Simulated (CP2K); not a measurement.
The system is ZrO2.

```
Zr O
1.0
     3.59928    0.00000    0.00000
     1.79964    3.11706    0.00000
     1.79964    1.03902    2.93880
Zr O
1 2
Direct
  0.00000 0.00000 0.00000
  0.75000 0.75000 0.75000
  0.25000 0.25000 0.25000
```

Measurements of this composition are mostly on another form, of space group No. 14.

Program: CP2K 2026.2. Alike in all runs: task atomic charges; potentials or basis POTENTIAL_UZH Zr GTH-PBE-q12, O GTH-PBE-q6; TZVP-MOLOPT-PBE-GTH basis; no spin polarisation; cell as given; k mesh 9 × 9 × 9; smearing fermi-dirac 0.05 eV.

Q: Order these runs on this cell by their band gap on the k mesh, lowest first.
A. level LDA
B. level M06-L
C. level BEEF-vdW; cutoff of the non-local correlation (Ry) 300

A: A (3.37 eV), C (3.55 eV), B (3.86 eV).

Caveats: an odd mesh through Γ misses points on the zone boundary, where band edges often lie; the basis of atomic orbitals isn't converged, which shifts pressures, moduli and gaps.

Runs at the PBE level aren't shown here.
